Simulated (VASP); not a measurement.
# KI (Fm-3m) in VASP: a series of runs

KI is run at these levels: PBEsol, LDA; tasks: single point.

Everything below comes from runs of VASP 6.6.1. Logs are shortened: lines on timing, memory, paths and dates and some standing lists are left out, and cuts for length are marked.

**What was measured.**

A printed reference work, monograph reports, for a bulk crystal of KI: band gap 6.32 eV.

The results are compared with them further down.

## (1) The cell of the first run

Symmetry: Fm-3m, No. 225, cubic system. Conventional cell: a = 6.970 Å, b = 6.970 Å, c = 6.970 Å, α = 90.00°, β = 90.00°, γ = 90.00°. Within 4.6 Å of I (site symmetry m-3m) lie 6 K at 3.49 Å. K (site symmetry m-3m) has 6 I at 3.49 Å within 4.6 Å.

## (2) Single point, PBEsol (volume scaled by 0.96)

INCAR reads:

```
SYSTEM = KI
ALGO     = Normal         ! electronic algorithm
EDIFF    = 1E-6           ! SCF threshold, eV
ENCUT    = 520            ! plane-wave cutoff, eV
GGA      = PS             ! functional
ISIF     = 2              ! what is computed and relaxed
ISMEAR   = -1             ! smearing method
LASPH    = .True.         ! aspherical terms in the spheres
LCHARG   = .True.         ! write CHGCAR
LELF     = .True.         ! ELF
LREAL    = .False.        ! projectors in reciprocal space
LVHAR    = .True.       
LWAVE    = .False.        ! write WAVECAR
NBANDS   = 15             ! bands
NELM     = 80             ! most SCF steps
PREC     = Accurate       ! precision mode
SIGMA    = 0.05           ! smearing width, eV
```

KPOINTS reads:

```
k-points
0
Gamma
  7 7 7
  0 0 0
```

POSCAR reads:

```
KI
1.0
    0.0000000000      3.4850289444      3.4850289444
    3.4850289444      0.0000000000      3.4850289444
    3.4850289444      3.4850289444      0.0000000000
I K
1 1
Direct
    0.5000000000      0.5000000000      0.5000000000
    0.0000000000      0.0000000000      0.0000000000
```

Potentials or basis: VASP PAW PBE potentials, release 64 (I, K_sv).

Command:

```
> cat potpaw_PBE.64/I/POTCAR potpaw_PBE.64/K_sv/POTCAR > POTCAR
> mpirun -np 1 vasp_std > vasp.out
```

OUTCAR:

```text
SYSTEM = KI
   EDIFF = 1E-6
   ENCUT = 520
   GGA = PS
   ISIF = 2
   ISMEAR = -1
   LASPH = .True.
   LREAL = .False.
   NELM = 80
   PREC = Accurate

 ion  position               nearest neighbor table
   1  0.500  0.500  0.500-   2 3.49   2 3.49   2 3.49   2 3.49   2 3.49   2 3.49
   2  0.000  0.000  0.000-   1 3.49   1 3.49   1 3.49   1 3.49   1 3.49   1 3.49

  LATTYP: Found a face centered cubic cell.
 ALAT       =     6.9700578888

  Lattice vectors:

 A1 = (   0.0000000000,   3.4850289444,   3.4850289444)
 A2 = (   3.4850289444,   0.0000000000,   3.4850289444)
 A3 = (   3.4850289444,   3.4850289444,   0.0000000000)

Analysis of symmetry for initial positions (statically):
=====================================================================
 Subroutine PRICEL returns:
 Original cell was already a primitive cell.

 Routine SETGRP: Setting up the symmetry group for a
 face centered cubic supercell.

 Subroutine GETGRP returns: Found 48 space group operations
 (whereof 48 operations were pure point group operations)
 out of a pool of 48 trial point group operations.

The static configuration has the point symmetry O_h .

Analysis of symmetry for dynamics (positions and initial velocities):
=====================================================================
 Subroutine PRICEL returns:
 Original cell was already a primitive cell.

 Routine SETGRP: Setting up the symmetry group for a
 face centered cubic supercell.

 Subroutine GETGRP returns: Found 48 space group operations
 (whereof 48 operations were pure point group operations)
 out of a pool of 48 trial point group operations.

The dynamic configuration has the point symmetry O_h .

 Subroutine INISYM returns: Found 48 space group operations
 (whereof 48 operations are pure point group operations),
 and found     1 'primitive' translations

----------------------------------------------------------------------------------------

                                     Primitive cell

  volume of cell :      84.6543

  direct lattice vectors                    reciprocal lattice vectors
     0.000000000  3.485028944  3.485028944    -0.143470831  0.143470831  0.143470831
     3.485028944  0.000000000  3.485028944     0.143470831 -0.143470831  0.143470831
     3.485028944  3.485028944  0.000000000     0.143470831  0.143470831 -0.143470831

  length of vectors
     4.928575198  4.928575198  4.928575198     0.248498769  0.248498769  0.248498769

  position of ions in fractional coordinates (direct lattice)
[... 83 lines left out ...]
   TEBEG  =    0.0;   TEEND  =   0.0 temperature during run
   PSTRESS=    0.0 pullay stress
   NELECT =      16.0000    total number of electrons
   NUPDOWN=      -1.0000    fix difference up-down
   EMIN   =  10.00;   EMAX   =-10.00  energy-range for DOS
   EFERMI =   0.00;   METHOD = LEGACY
   ISMEAR =    -1;   SIGMA  =   0.05  broadening in eV -4-tet -1-fermi 0-gaus
   EFERMI_NEDOS =   21; number of points for ismear=-14 and -15
   IALGO  =     38    algorithm
   IMIX   =      4    mixing-type and parameters
     AMIX     =   0.40;   BMIX     =  1.00
     AMIX_MAG =   1.60;   BMIX_MAG =  1.00
  volume/ion in A,a.u.               =      42.33       285.64
  Fermi-wavevector in a.u.,A,eV,Ry     =   0.939504  1.775404 12.009413  0.882667
  Thomas-Fermi vector in A             =   2.066822
   LORBIT       =      0    0 simple, 1 ext, 2 COOP (PROOUT), +10 PAW based schemes
   GGA     = PS    functional components
   LHFCALC =     F    Hartree Fock is set to
   AEXX    =    0.0000 exact exchange contribution
   IVDW    =     0    specifies the selected vdW correction
   LEPSILON=     F    determine dielectric tensor
   LRPA    =     F    only Hartree local field effects (RPA)
 non-spin polarized calculation
  energy-cutoff  :      520.00
  volume of cell :       84.65
 maximum number of plane-waves:      2293
 NGX is ok and might be reduce to    40
   NGX = 19   NGY = 19   NGZ = 19

 number of electron      16.0000000 magnetization

 Free energy of the ion-electron system (eV)
  ---------------------------------------------------
  ext. energy  EPLUGINS =         0.00000000
  ---------------------------------------------------
  free energy    TOTEN  =        -5.81472200 eV

  energy without entropy =       -5.81472200  energy(sigma->0) =       -5.81472200

 E-fermi :   0.8080     XC(G=0):  -7.5100

 val. band max:       -0.2932108274   @ k =   0.0000   0.0000   0.0000
 cond. band min:       3.6083215921   @ k =   0.0000   0.0000   0.0000
 fundamental gap:      3.9015324196
 Fermi energy:         0.8080315018

 k-point     1 :       0.0000    0.0000    0.0000
  band No.  band energies     occupation
      1     -28.5508      2.00000
      2     -12.1092      2.00000
      3     -12.1092      2.00000
      4     -12.1092      2.00000
      5     -10.8952      2.00000
      6      -0.2932      2.00000
      7      -0.2932      2.00000
      8      -0.2932      2.00000
      9       3.6083      0.00000
     10       6.1103      0.00000
     11       6.1103      0.00000
     12       6.1103      0.00000
     13       6.8802      0.00000
     14       6.8802      0.00000
[... 329 lines left out ...]
      2     -12.1991      2.00000
      3     -12.1515      2.00000
      4     -12.1335      2.00000
      5     -10.6420      2.00000
      6      -1.1651      2.00000
      7      -1.1379      2.00000
      8      -0.8240      2.00000
      9       5.6932      0.00000
     10       6.4919      0.00000
     11       6.5144      0.00000
     12       7.9691      0.00000
     13       8.5267      0.00000
     14       9.0777      0.00000
     15       9.9608      0.00000

------------------------ aborting loop because EDIFF is reached ----------------------------------------

  FORCE on cell =-STRESS in cart. coord.  units (eV):
  Direction    XX          YY          ZZ          XY          YZ          ZX
  --------------------------------------------------------------------------------------
  -------------------------------------------------------------------------------------
  Total        0.1293555      0.1293555      0.1293555      0.0000000      0.0000000     -0.0000000
  in kB        2.4481958      2.4481958      2.4481958      0.0000000      0.0000000     -0.0000000
  external PRESSURE =       2.4481958 kB  Pullay stress =       0.0000000 kB

 VOLUME and BASIS-vectors are now :
 -----------------------------------------------------------------------------
  energy-cutoff  :      520.00
  volume of cell :       84.65
      direct lattice vectors                 reciprocal lattice vectors
     0.000000000  3.485028944  3.485028944    -0.143470831  0.143470831  0.143470831
     3.485028944  0.000000000  3.485028944     0.143470831 -0.143470831  0.143470831
     3.485028944  3.485028944  0.000000000     0.143470831  0.143470831 -0.143470831

 POSITION                                       TOTAL-FORCE (eV/Angst)
 -----------------------------------------------------------------------------------
      3.48503      3.48503      3.48503         0.000000      0.000000      0.000000
      0.00000      0.00000      0.00000        -0.000000     -0.000000     -0.000000
 -----------------------------------------------------------------------------------
    total drift:                                0.000000     -0.000000     -0.000000

  FREE ENERGIE OF THE ION-ELECTRON SYSTEM (eV)
  ---------------------------------------------------
  free  energy   TOTEN  =        -5.8147219984 eV

  energy  without entropy=       -5.8147219984  energy(sigma->0) =       -5.81472200
```

It took 13 s on 1 thread of Intel Xeon 6975P-C (Granite Rapids), shared host; peak memory 0.23 GiB.

Results:

```yaml
Free_energy: -5.8147 eV
Pressure: 0.2 GPa
Band_gap_on_the_k_mesh: 3.90 eV, direct
```

Levels at points of the mesh, in eV from the valence-band top:
| k point | band 4 | band 5 | band 6 | band 7 | band 8 | band 9 | band 10 | band 11 | band 12 | band 13 |
| --- | --- | --- | --- | --- | --- | --- | --- | --- | --- | --- |
| (0.00, 0.00, 0.00) | -11.82 | -10.60 | 0.00 | 0.00 | 0.00 | 3.90 | 6.40 | 6.40 | 6.40 | 7.17 |

Caveat: the cell differs from its parent crystal (volume scaled by 0.96); the PAW data sets were made with another functional, which shifts forces and pressure a little; spin-orbit coupling is left out, which moves the levels of the heavy elements.

## (3) Single point, PBEsol (volume scaled by 1.04)

INCAR reads:

```
SYSTEM = KI
PREC = Accurate ; ENCUT = 520
EDIFF = 1E-6 ; ISMEAR = -1
SIGMA = 0.05 ; LREAL = .False.
LASPH = .True. ; NELM = 80
ALGO = Normal ; ISIF = 2
LWAVE = .False. ; LCHARG = .True.
GGA = PS ; LELF = .True.
LVHAR = .True. ; NBANDS = 15
```

KPOINTS reads:

```
Automatic mesh
0
Gamma
  7 7 7
  0 0 0
```

POSCAR reads:

```
KI
1.0
    0.0000000000      3.5792642128      3.5792642128
    3.5792642128      0.0000000000      3.5792642128
    3.5792642128      3.5792642128      0.0000000000
I K
1 1
Direct
    0.5000000000      0.5000000000      0.5000000000
    0.0000000000      0.0000000000      0.0000000000
```

Potentials or basis: VASP PAW PBE potentials, release 64 (I, K_sv).

Command:

```
> cat potpaw_PBE.64/I/POTCAR potpaw_PBE.64/K_sv/POTCAR > POTCAR
> mpirun -np 1 vasp_std > vasp.out
```

It took 13 s on 1 thread of Intel Xeon 6975P-C (Granite Rapids), shared host; peak memory 0.24 GiB.

Results (log left out):

```
Free energy            : -5.8049 eV
Pressure               : -0.7 GPa
Band gap on the k mesh : 3.73 eV, direct
```

Levels at points of the mesh, in eV from the valence-band top:
```
           k point  band 5  band 6  band 7  band 8  band 9  band 10  band 11  band 12
(0.00, 0.00, 0.00)  -10.48    0.00    0.00    0.00    3.73     6.45     6.45     6.45
```

Caveat: the cell differs from its parent crystal (volume scaled by 1.04); the PAW data sets were made with another functional, which shifts forces and pressure a little; spin-orbit coupling is left out, which moves the levels of the heavy elements.

## (4) Single point, PBEsol (volume scaled by 1.06)

INCAR reads:

```
SYSTEM = KI
PREC     = Accurate       ! precision mode
ENCUT    = 520            ! plane-wave cutoff, eV
EDIFF    = 1E-6           ! SCF threshold, eV
ISMEAR   = -1             ! smearing method
SIGMA    = 0.05           ! smearing width, eV
LREAL    = .False.        ! projectors in reciprocal space
LASPH    = .True.         ! aspherical terms in the spheres
NELM     = 60             ! most SCF steps
ALGO     = Normal         ! electronic algorithm
ISIF     = 2              ! what is computed and relaxed
LWAVE    = .False.        ! write WAVECAR
LCHARG   = .True.         ! write CHGCAR
GGA      = PS             ! functional
LELF     = .True.         ! ELF
LVHAR    = .True.       
NBANDS   = 15             ! bands
```

KPOINTS reads:

```
regular mesh
0
Gamma
  7 7 7
  0 0 0
```

POSCAR reads:

```
KI
1.0
    0.0000000000      3.6020626887      3.6020626887
    3.6020626887      0.0000000000      3.6020626887
    3.6020626887      3.6020626887      0.0000000000
I K
1 1
Direct
    0.5000000000      0.5000000000      0.5000000000
    0.0000000000      0.0000000000      0.0000000000
```

Command:

```
> cat potpaw_PBE.64/I/POTCAR potpaw_PBE.64/K_sv/POTCAR > POTCAR
> mpirun -np 1 vasp_std > vasp.out
```

Wall time 15 s (1 thread of Intel Xeon 6975P-C (Granite Rapids), shared host); peak memory 0.25 GiB.

Results (log left out):

- Free energy: -5.7970 eV
- Pressure: -0.8 GPa
- Band gap on the k mesh: 3.70 eV, direct

Levels at points of the mesh, in eV from the valence-band top:
```
           k point  band 4  band 5  band 6  band 7  band 8  band 9  band 10  band 11  band 12  band 13
(0.00, 0.00, 0.00)  -11.98  -10.45    0.00    0.00    0.00    3.70     6.45     6.45     6.45     7.15
```

Caveat: the cell differs from its parent crystal (volume scaled by 1.06); the PAW data sets were made with another functional, which shifts forces and pressure a little; spin-orbit coupling is left out, which moves the levels of the heavy elements. A k mesh can miss the band edges.

## (5) Single point, PBEsol

This run uses another cell than the first one, of 44.09 Å³/atom, 1.042 times its volume.

INCAR reads:

```
SYSTEM = KI
ALGO     = Normal         ! electronic algorithm
EDIFF    = 1E-6           ! SCF threshold, eV
ENCUT    = 520            ! plane-wave cutoff, eV
GGA      = PS             ! functional
ISIF     = 2              ! what is computed and relaxed
ISMEAR   = 0              ! smearing method
LASPH    = .True.         ! aspherical terms in the spheres
LCHARG   = .False.        ! write CHGCAR
LREAL    = .False.        ! projectors in reciprocal space
LWAVE    = .False.        ! write WAVECAR
NBANDS   = 15             ! bands
NELM     = 60             ! most SCF steps
PREC     = Accurate       ! precision mode
SIGMA    = 0.02           ! smearing width, eV
```

KPOINTS reads:

```
k-points
0
Gamma
  7 7 7
  0 0 0
```

POSCAR reads:

```
KI
1.0
    0.0000000000      3.5327750000      3.5327750000
    3.5327750000      0.0000000000      3.5327750000
    3.5327750000      3.5327750000      0.0000000000
I K
1 1
Direct
    0.5000000000      0.5000000000      0.5000000000
    0.0000000000      0.0000000000      0.0000000000
```

Command:

```
> cat potpaw_PBE.64/I/POTCAR potpaw_PBE.64/K_sv/POTCAR > POTCAR
> mpirun -np 1 vasp_std > vasp.out
```

Run time: 35 s. Hardware: 1 thread of AMD EPYC 7R43 (Zen 3), shared host; peak memory 0.2 GiB.

The run converged. Its results:

| Quantity | Value |
| --- | --- |
| Free energy | -5.8146 eV |
| Pressure | -0.2 GPa |
| Band gap on the k mesh | 3.81 eV, direct |

Levels at points of the mesh, in eV from the valence-band top:
```csv
k point,band 4,band 5,band 6,band 7,band 8,band 9,band 10,band 11,band 12,band 13
"(0.00, 0.00, 0.00)",-11.88,-10.54,0.00,0.00,0.00,3.81,6.43,6.43,6.43,7.17
```

Caveat: the PAW data sets were made with another functional, which shifts forces and pressure a little; spin-orbit coupling is left out, which moves the levels of the heavy elements.

## (6) Single point, LDA, non-collinear spin, zero start, spin-orbit coupling

This run uses another cell than the first one, of 39.75 Å³/atom, 0.939 times its volume.

INCAR reads:

```
  ALGO = Normal
  EDIFF = 1E-7
  ENCUT = 520
  GGA_COMPAT = F
  ISIF = 2
  ISMEAR = 0
  LASPH = T
  LCHARG = T
  LORBIT = 11
  LORBMOM = T
  LREAL = F
  LSORBIT = T
  LVHAR = T
  LWAVE = F
  MAGMOM = 0 0 0 0 0 0
  NBANDS = 28
  NELM = 150
  PREC = Accurate
  SIGMA = 0.1
```

KPOINTS reads:

```
k-points
0
Gamma
  5 5 5
```

POSCAR reads:

```
KI
1.0
    0.0000000000      3.4128889411      3.4128889411
    3.4128889411      0.0000000000      3.4128889411
    3.4128889411      3.4128889411      0.0000000000
I K
1 1
Direct
    0.5000000000      0.5000000000      0.5000000000
    0.0000000000      0.0000000000      0.0000000000
```

Potentials or basis: VASP PAW LDA potentials, release 64 (I, K_sv).

Command:

```
> cat potpaw_LDA.64/I/POTCAR potpaw_LDA.64/K_sv/POTCAR > POTCAR
> mpirun -np 1 vasp_ncl > vasp.out
```

OUTCAR:

```text
EDIFF = 1E-7
   ENCUT = 520
   ISIF = 2
   ISMEAR = 0
   LASPH = T
   LORBIT = 11
   LREAL = F
   LSORBIT = T
   NELM = 150
   PREC = Accurate

 ion  position               nearest neighbor table
   1  0.500  0.500  0.500-   2 3.41   2 3.41   2 3.41   2 3.41   2 3.41   2 3.41
   2  0.000  0.000  0.000-   1 3.41   1 3.41   1 3.41   1 3.41   1 3.41   1 3.41

  LATTYP: Found a face centered cubic cell.
 ALAT       =     6.8257778822

  Lattice vectors:

 A1 = (   0.0000000000,   3.4128889411,   3.4128889411)
 A2 = (   3.4128889411,   0.0000000000,   3.4128889411)
 A3 = (   3.4128889411,   3.4128889411,   0.0000000000)

[... 584 lines left out ...]
    -0.0000033    -0.0000008     0.0000000    -0.0000008     0.0000000
 l=   3
     0.0000000     0.0000000     0.0000000     0.0000000     0.0000000     0.0000000     0.0000000
     0.0000000     0.0000000     0.0000000     0.0000000     0.0000000     0.0000000     0.0000000
     0.0000000     0.0000000     0.0000000     0.0000000     0.0000000     0.0000000     0.0000000
     0.0000000     0.0000000     0.0000000     0.0000000     0.0000000     0.0000000     0.0000000
     0.0000000     0.0000000     0.0000000     0.0000000     0.0000000     0.0000000     0.0000000
     0.0000000     0.0000000     0.0000000     0.0000000     0.0000000     0.0000000     0.0000000
     0.0000000     0.0000000     0.0000000     0.0000000     0.0000000     0.0000000     0.0000000

 total charge

# of ion       s       p       d       tot
------------------------------------------
    1        1.498   2.854   0.002   4.354
    2        1.959   5.563   0.032   7.554
--------------------------------------------------
tot          3.457   8.417   0.034  11.908

 magnetization (x)

# of ion       s       p       d       tot
------------------------------------------
    1        0.000   0.000  -0.000   0.000
    2        0.000   0.000   0.000   0.000
--------------------------------------------------
tot          0.000   0.000   0.000   0.000

 magnetization (y)

# of ion       s       p       d       tot
------------------------------------------
    1        0.000   0.000   0.000   0.000
    2        0.000  -0.000   0.000  -0.000
--------------------------------------------------
tot          0.000  -0.000   0.000  -0.000

 magnetization (z)

# of ion       s       p       d       tot
------------------------------------------
    1        0.000   0.000  -0.000   0.000
    2       -0.000  -0.000  -0.000  -0.000
--------------------------------------------------
tot          0.000  -0.000  -0.000  -0.000
```

stdout:

```text
POSCAR found type information on POSCAR I K
 POSCAR found :  2 types and       2 ions
 scaLAPACK will be used
 LDA part: xc-table for (Slater(with rela. corr.)+CA(PZ))
 , standard interpolation
 POSCAR, INCAR and KPOINTS ok, starting setup
 FFT: planning ... GRIDC
 FFT: planning ... GRID_SOFT
 FFT: planning ... GRID
 WAVECAR not read
 entering main loop
```

Wall time 61 s (1 thread of AMD EPYC 7R43 (Zen 3), shared host); peak memory 0.27 GiB.

What came out:

```
Free energy                                           : -6.2988 eV
Pressure                                              : 0.0 GPa
Net moment                                            : 0.00 μB per cell
Valence electrons inside the program's atomic spheres : I 4.35; K 7.55
```

Moments on the atoms (μB; x, y, z):
```
I   0.00 0.00 0.00
K   0.00 0.00 0.00
```

## (7) The runs side by side

```csv
level,potentials or basis,spin,cell,k mesh,smearing,gap on the mesh (eV),pressure (GPa)
PBEsol,"VASP PAW PBE potentials, release 64 (I, K_sv)",off,"a = 4.929 Å, angles 60.0°, 2 atoms",7 × 7 × 7,fermi-dirac 0.05 eV,3.90,0.2
PBEsol,"VASP PAW PBE potentials, release 64 (I, K_sv)",off,"a = 5.062 Å, angles 60.0°, 2 atoms",7 × 7 × 7,fermi-dirac 0.05 eV,3.73,-0.7
PBEsol,"VASP PAW PBE potentials, release 64 (I, K_sv)",off,"a = 5.094 Å, angles 60.0°, 2 atoms",7 × 7 × 7,fermi-dirac 0.05 eV,3.70,-0.8
PBEsol,"VASP PAW PBE potentials, release 64 (I, K_sv)",off,"a = 4.996 Å, angles 60.0°, 2 atoms",7 × 7 × 7,gaussian 0.02 eV,3.81,-0.2
LDA,"VASP PAW LDA potentials, release 64 (I, K_sv)","non-collinear, zero start, SOC","a = 4.827 Å, angles 60.0°, 2 atoms",5 × 5 × 5,gaussian 0.1 eV,-,0.0
```

Alike in all rows: task single point; cutoff (eV) 520.

Caveats: the PAW data sets were made with another functional, which shifts forces and pressure a little (some runs); spin-orbit coupling is left out, which moves the levels of the heavy elements (some runs).

Absolute energies hang on the potentials; compare differences alone.

## (8) Comparison with measurements

Step 5. A measured gap of KI is 6.32 eV (a printed reference work, monograph); the calculated 3.81 eV misses it by -2.51 eV. Spin-orbit coupling on I is left out. The value is that of PBEsol on a finite k mesh, which can miss the band edges, without temperature or zero-point motion. Semilocal functionals fall short of measured gaps as a rule.
